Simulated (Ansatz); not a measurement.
# What moves the field gradients of Hf3N4?

Cell of run 1: a structure deposited in the COD.

```xyz
14
Lattice="-3.3505 3.3505 3.3505 3.3505 -3.3505 3.3505 3.3505 3.3505 -3.3505" Properties=species:S:1:pos:R:3 pbc="T T T"
Hf    2.5129    0.0000    1.6752
Hf    1.6752    2.5129    0.0000
Hf    0.8376    0.0000    5.0258
Hf    5.0257    0.8376    0.0000
Hf    0.0000    1.6752    2.5129
Hf    0.0000    5.0257    0.8376
N     0.4222    0.4222    0.4222
N    -1.2531    1.2531    4.6036
N    -0.4222    2.9283    0.4222
N     4.6036   -1.2531    1.2531
N     0.4222   -0.4222    2.9283
N     2.0974    2.0974    2.0974
N     2.9283    0.4222   -0.4222
N     1.2531    4.6036   -1.2531
```

Atom numbers follow the list; atoms alike are taken as one site, whose name carries the number of the first.

Relaxed positions (PBE, cell held):

```
CELL_PARAMETERS angstrom
-3.35050 3.35050 3.35050
3.35050 -3.35050 3.35050
3.35050 3.35050 -3.35050
ATOMIC_POSITIONS crystal
Hf 0.25000 0.62500 0.37500
Hf 0.37500 0.25000 0.62500
Hf 0.75000 0.87500 0.12500
Hf 0.12500 0.75000 0.87500
Hf 0.62500 0.37500 0.25000
Hf 0.87500 0.12500 0.75000
N 0.13556 0.13556 0.13556
N 0.86444 0.50000 0.00000
N 0.50000 0.00000 0.36444
N 0.00000 0.86444 0.50000
N 0.36444 0.50000 0.00000
N 0.63556 0.63556 0.63556
N 0.00000 0.36444 0.50000
N 0.50000 0.00000 0.86444
```

All runs are DFT with Ansatz 0.2.0 (plane waves and PAW, scalar-relativistic unless spin–orbit coupling is named, Γ-centred meshes, Fermi–Dirac smearing where given) in this cell.

Run 1: PBE, atoms as given; 420 eV, 6×6×6 k-points, smearing 0.02 eV.
Run 2: PBE, atoms relaxed; 420 eV, 6×6×6 k-points, smearing 0.02 eV.
Run 3: r2SCAN, at the relaxed atoms; 500 eV, 6×6×6 k-points, smearing 0.02 eV.
Run 4: PBE with spin–orbit coupling, at the relaxed atoms; 420 eV, 6×6×6 k-points, smearing 0.02 eV.
Run 5: LDA, at the relaxed atoms; 420 eV, 6×6×6 k-points, smearing 0.02 eV.
Run 6: PBEsol, at the relaxed atoms; 420 eV, 6×6×6 k-points, smearing 0.02 eV.

Question: What does each run give, and what moves the gradients most?

Answer: 

```json
{"run": "1", "Hf V_zz (η)": "34.4 (0.00)", "N V_zz (η)": "1.01 (0.00)"}
{"run": "2", "Hf V_zz (η)": "26.2 (0.00)", "N V_zz (η)": "0.78 (0.00)"}
{"run": "3", "Hf V_zz (η)": "26.7 (0.00)", "N V_zz (η)": "0.82 (0.00)"}
{"run": "4", "Hf V_zz (η)": "26.6 (0.00)", "N V_zz (η)": "0.78 (0.00)"}
{"run": "5", "Hf V_zz (η)": "26.3 (0.00)", "N V_zz (η)": "0.75 (0.00)"}
{"run": "6", "Hf V_zz (η)": "25.9 (0.00)", "N V_zz (η)": "0.75 (0.00)"}
```

V_zz in 10²¹ V/m². Against run 1, the gradient tensors on these sites move by at most 8.26 in run 2 (Hf), 7.75 in run 3 (Hf), 7.86 in run 4 (Hf), 8.15 in run 5 (Hf), 8.50 in run 6 (Hf). Taken one at a time, the positions of the atoms (as given or relaxed) move the tensors on these sites by up to 8.26 (largest principal value of the change, on Hf), the functional (between the two that differ most) by 0.75 (Hf), spin–orbit coupling by 0.40 (Hf).

In runs 4, 5, 6 the gap is small for the k-mesh or the smearing, and small gradients can still move by 0.1 × 10²¹ V/m² or more. In run 1 the atoms aren't at the calculated equilibrium (largest force 0.32 eV/Å). The cell isn't the equilibrium one in runs 1, 5, 6 (calculated pressure 7, -12, -5 GPa), and the entry's cell may itself be off.
